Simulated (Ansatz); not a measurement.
# Cobalt, omega (AlB2-type) under m-r²SCAN: structure, energy and stiffness, part 2 of 2

The plan for cobalt in the omega (AlB2-type) structure: relax it, solve it on a dense k-mesh, then scale the cell to 7 volumes from 88 to 112 % of the relaxed one and try a fit of the equation of state. The start is ferromagnetic. The k-meshes are 9×9×13 for the relaxation; 12×12×17 for the dense run; 11×11×15 for the volumes.

Ansatz 0.2.0; DFT, m-r2SCAN, plane waves (500 eV) with PAW, scalar-relativistic. The steps go on from the part before.

## 9. Volume × 1.08

input.yaml reads:

```yaml
crystal:
  lattice:
    - [4.0109007515, 0.0, 0.0]
    - [-2.0054503758, 3.4735419428, 0.0]
    - [0.0, 0.0, 2.4685569704]
  atoms:
    - { symbol: Co, position: [0.0, 0.0, 0.0], spin: 1.622 }
    - { symbol: Co, position: [0.3333333333, 0.6666666667, 0.5], spin: 1.699 }
    - { symbol: Co, position: [0.6666666667, 0.3333333333, 0.5], spin: 1.699 }
hamiltonian:
  xc: mr2scan
  pseudopotentials:
    kind: paw
    azcp:
      Co: "pseudopotentials/Co.paw.azcp"
basis:
  ecutwfc: 500
  fft_grid_basis: typed
kpoints:
  mp_grid: { grid: [11, 11, 15], shift: [0, 0, 0] }
magnetization:
  spin_polarized: true
scf:
  occupations: { method: fermi_dirac, width: 0.05 }
  lower_state_search: "off"
output:
  stress: true
  write_density: true
  write_potential: true
  elf: true
  volumetric_format: npy
```

Launch:

```sh
$ ansatz run input.yaml --threads 2 --pin off --max-ram 5120MiB --backend cpu --events-out ev --progress --plain --runs-dir out
```

The program printed (excerpt; [...] marks lines left out):

```text
Warning: RAYON_NUM_THREADS=2 ignored (pool sized by the plan → 2); use --threads N
[...]
Pseudopotentials: kind: paw
Pseudopotential: Co, paw, valence charge 17, recommended cutoff 500 eV (meta_gga), <dir>
Functional definition: m-r2SCAN
[...]
Crystal: 3 atoms, lattice volume = 34.392 Å³
Basis set: ecut = 500 eV, 903 PW (Γ), exchange–correlation on 120×120×80 points (64 copies of the dense FFT grid, shifted against one another)
Bands: 34, of which v1, the nominal top of the filled ones, is band 26 counted from 1 (25 counted from 0)
Symmetry: 24 space group operations
Space group: P6/mmm (ITA 191), of the structure as read, at distance tolerance 3.3e-5 Å
Magnetic group: BNS 191.233 (UNI 1463), of the structure as read, at distance tolerance 3.3e-5 Å
k-points: 128 of 1815
[...]
Starting moments: Σ|m| = 5.02 μB on 3 of 3 sites
[...]
this state was not tested for a lower state beside it, because the mixer in use, unlike msr1, does not test its closes by its own steps (another_mixer; see scf.mixing.algorithm and scf.lower_state_search)
SCF converged after 23 iterations
Magnetization: 4.9745 μB (27.9873 up, 23.0127 down)
Absolute magnetization: 5.4524 μB (∫|ρ↑−ρ↓|, with the PAW one-centre terms)
Spin contamination: 0.0884 ħ² per cell (⟨S²⟩ above its minimum at these occupations)
Per-site moments (μB) at R_I (Å): [(1.6810388185635556, 1.01827975029), (1.7553772814557678, 0.9552240342778506), (1.7553772814557682, 0.9552240342778506)]
Free energy (F): -15393.181750 eV
[...]
E sigma→0 (E₀):  -15393.173387 eV
Entropy (-TS):   -0.016724 eV (-5.575 meV/atom)
Fermi energy:    17.343344 eV
[...]
--- Stress (GPa, compression-positive) ---
      -15.432601      -0.000000      -0.000000
       -0.000000     -15.432601      -0.000000
       -0.000000      -0.000000     -14.976357
  P = ⅓ Tr σ = -15.2805 GPa (-152.805 kbar)
--- Band table (eV; the first three rows and the last of 256) ---
[...]
```

Run time: 27 s. Hardware: 2 threads of AMD EPYC 9R14 (Zen 4), shared host; peak memory 0.65 GiB.

Density in a lattice plane of the grid's cell (edges 4.01 and 4.01 Å, at 0.500 of the third edge), which holds Co. It is the smooth density of the valence electrons, not physical close to the nuclei.

Ten even steps from ' ' (0.25 e/Å³) to '@' (46.83 e/Å³):
```
                                                
                                                
                                                
                ........                        
            ..::====--::                        
          ..::++%%##==::                        
          ..==%%@@**--..                        
          ::==**++--..                          
          ..::::::..                            
                                                
                              ..::::::..        
                            ..--++**==::        
                          ..--**@@%%==..        
                          ::==##%%++::..        
                          ::--====::..          
                          ........              
                                                
                                                
                                                
                                                
```
Columns run along the first of these edges and rows up along the second, over one cell in 24 and 20 even steps from the bottom left corner. Atoms in the plane (fractional): Co at (0.33, 0.67), Co at (0.67, 0.33).

Spin density (up less down) in a lattice plane of the grid's cell (edges 4.01 and 4.01 Å, at 0.500 of the third edge), which holds Co.

Ten even steps from '0' (-0.02 e/Å³) to '9' (6.28 e/Å³):
```
000000000000000000000000
000000000000000000000000
000000000000000000000000
000000001110000000000000
000000013431000000000000
000000258741000000000000
000001479631000000000000
000001355210000000000000
000001221000000000000000
000000000000000000000000
000000000000000012210000
000000000000001255310000
000000000000013697410000
000000000000014785200000
000000000000013431000000
000000000000001110000000
000000000000000000000000
000000000000000000000000
000000000000000000000000
000000000000000000000000
```
Columns run along the first of these edges and rows up along the second, over one cell in 24 and 20 even steps from the bottom left corner. Atoms in the plane (fractional): Co at (0.33, 0.67), Co at (0.67, 0.33).

## 10. Volume × 1.12

input.yaml, as its differences from that of step 9:

```diff
@@ -2,5 +2,5 @@
   lattice:
-    - [4.0109007515, 0.0, 0.0]
-    - [-2.0054503758, 3.4735419428, 0.0]
-    - [0.0, 0.0, 2.4685569704]
+    - [4.0598189964, 0.0, 0.0]
+    - [-2.0299094982, 3.5159063857, 0.0]
+    - [0.0, 0.0, 2.498664291]
   atoms:
@@ -27,5 +27 @@
   stress: true
-  write_density: true
-  write_potential: true
-  elf: true
-  volumetric_format: npy
```

Launch:

```sh
$ ansatz run input.yaml --threads 2 --pin off --max-ram 5120MiB --backend cpu --events-out ev --progress --plain --runs-dir out
```

The program printed (excerpt; [...] marks lines left out):

```text
Warning: RAYON_NUM_THREADS=2 ignored (pool sized by the plan → 2); use --threads N
[...]
[... 3 set-up lines as earlier in the session ...]
[...]
Crystal: 3 atoms, lattice volume = 35.666 Å³
Basis set: ecut = 500 eV, 939 PW (Γ), exchange–correlation on 120×120×80 points (64 copies of the dense FFT grid, shifted against one another)
Bands: 34, of which v1, the nominal top of the filled ones, is band 26 counted from 1 (25 counted from 0)
[... 2 set-up lines as earlier in the session ...]
Magnetic group: BNS 191.233 (UNI 1463), of the structure as read, at distance tolerance 3.3e-5 Å
k-points: 128 of 1815
[...]
Starting moments: Σ|m| = 5.02 μB on 3 of 3 sites
[...]
this state was not tested for a lower state beside it, because the mixer in use, unlike msr1, does not test its closes by its own steps (another_mixer; see scf.mixing.algorithm and scf.lower_state_search)
SCF converged after 20 iterations
Magnetization: 5.0436 μB (28.0218 up, 22.9782 down)
Absolute magnetization: 5.5562 μB (∫|ρ↑−ρ↓|, with the PAW one-centre terms)
Spin contamination: 0.0973 ħ² per cell (⟨S²⟩ above its minimum at these occupations)
Per-site moments (μB) at R_I (Å): [(1.7112220534437663, 1.0306990200375), (1.7841481584611312, 0.9668742560604937), (1.7841481584611314, 0.9668742560604937)]
Free energy (F): -15393.038590 eV
[...]
E sigma→0 (E₀):  -15393.029673 eV
Entropy (-TS):   -0.017835 eV (-5.945 meV/atom)
Fermi energy:    16.582399 eV
[...]
--- Stress (GPa, compression-positive) ---
      -20.739301       0.000000       0.000000
        0.000000     -20.739301      -0.000000
        0.000000      -0.000000     -20.105448
  P = ⅓ Tr σ = -20.5280 GPa (-205.280 kbar)
```

Run time: 22 s. Hardware: 2 threads of AMD EPYC 9R14 (Zen 4), shared host; peak memory 0.65 GiB.

## 11. Energy and pressure against volume

The cell was scaled evenly, with its shape and the fractional positions fixed.

```tsv
V (Å³/atom)	E − E₀ (meV/atom)	P from the stress (GPa)	P from the fit (GPa)	largest moment (μB)
9.341	140.3	39.36	39.82	1.52
9.766	57.5	23.44	23.47	1.61
10.190	13.0	10.40	10.39	1.66
10.615	-0.1	-0.14	-0.11	1.70
11.039	11.9	-8.58	-8.55	1.73
11.464	44.1	-15.28	-15.35	1.76
11.889	92.0	-20.53	-20.82	1.78
```

Fit (Birch-Murnaghan, third order): V₀ = 10.610 Å³/atom, B₀ = 235 GPa, B₀′ = 4.4, largest residual 0.19 meV/atom.

## 12. What came out

What follows sums up all 2 parts.

```
                      quantity                                   value
space group (spins left aside)                        P6/mmm (No. 191)
             conventional cell  a = 3.909 Å, c = 2.406 Å (c/a = 0.615)
                        volume                          10.615 Å³/atom
             shortest distance                                 2.257 Å
               gap on the mesh            none (levels filled in part)
                magnetic state   ferromagnetic, up to 1.70 μB per atom
relative to hcp, ferromagnetic                            +84 meV/atom
                   V₀, B₀, B₀′            10.610 Å³/atom, 235 GPa, 4.4
```

In words: From the guessed start the volume shrank by 4.1 % in 6 steps. Against the reference form of cobalt (hcp, ferromagnetic, computed apart with the same settings) it stands 84 meV/atom higher. It ends ferromagnetic, with up to 1.70 μB per atom. Levels at the Fermi energy are filled in part, as in a metal. The fitted modulus is 235 GPa; letting shape and positions relax at each volume could only lower it. Relaxation kept the symmetry; phonons were not checked.
